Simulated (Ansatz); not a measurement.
# Hf3Si2: the cost of one run

Method: DFT PBE, scalar-relativistic, plane waves, PAW, in Ansatz 0.2.0.

## Step 1: The starting structure

It takes space group Pm-3m (No. 221, cubic). The conventional cell has a = 4.398 Å, b = 4.398 Å, c = 4.398 Å, α = 90.00°, β = 90.00°, γ = 90.00°. Hf (site symmetry 4/mmm) has 6 Si at 2.20 to 3.11 Å and 8 Hf at 3.11 Å as nearest neighbours. Si (site symmetry m-3m) is surrounded by 12 Hf at 3.11 Å. Si (site symmetry m-3m) is surrounded by 6 Hf at 2.20 Å.

As a file:

```cif
data_structure
_symmetry_space_group_name_H-M 'Pm-3m'
_symmetry_Int_Tables_number 221
_cell_length_a 4.3980
_cell_length_b 4.3980
_cell_length_c 4.3980
_cell_angle_alpha 90.000
_cell_angle_beta 90.000
_cell_angle_gamma 90.000
_cell_volume 85.07
loop_
_atom_site_label
_atom_site_type_symbol
_atom_site_symmetry_multiplicity
_atom_site_Wyckoff_symbol
_atom_site_fract_x
_atom_site_fract_y
_atom_site_fract_z
_atom_site_occupancy
Hf1 Hf 3 d 0.50000 0.00000 0.00000 1
Si1 Si 1 b 0.50000 0.50000 0.50000 1
Si2 Si 1 a 0.00000 0.00000 0.00000 1
```

Recipe of the guess: random cell by space group and Wyckoff sites (Pm-3m, No. 221). Lengths come from tabulated atomic sizes and are only a guess.

## Step 2: A first look at the guess

input.yaml

```yaml
crystal:
  lattice:
    - [4.39800308, 0.0, 0.0]
    - [0.0, 4.39800308, 0.0]
    - [0.0, 0.0, 4.39800308]
  atoms:
    - { symbol: Hf, position: [0.5, 0.0, 0.0] }
    - { symbol: Hf, position: [0.0, 0.5, 0.0] }
    - { symbol: Hf, position: [0.0, 0.0, 0.5] }
    - { symbol: Si, position: [0.5, 0.5, 0.5] }
    - { symbol: Si, position: [0.0, 0.0, 0.0] }
basis:
  ecutwfc: 420
kpoints:
  mp_grid: { grid: [4, 4, 4] }
hamiltonian:
  xc: pbe
scf:
  occupations: { method: gaussian, width: 0.1 }
  lower_state_search: "off"
output:
  forces: true
  stress: true
  eigenvalues: true
```

Started as:

```
> ansatz run input.yaml --threads 1 --pin off --max-ram 2560MiB --backend cpu --events-out ev --progress --plain --runs-dir out
```

What time and memory should one allow on 1 thread of Arm Neoverse V2, shared host?

About 2.1 s, with a peak of 0.34 GiB.
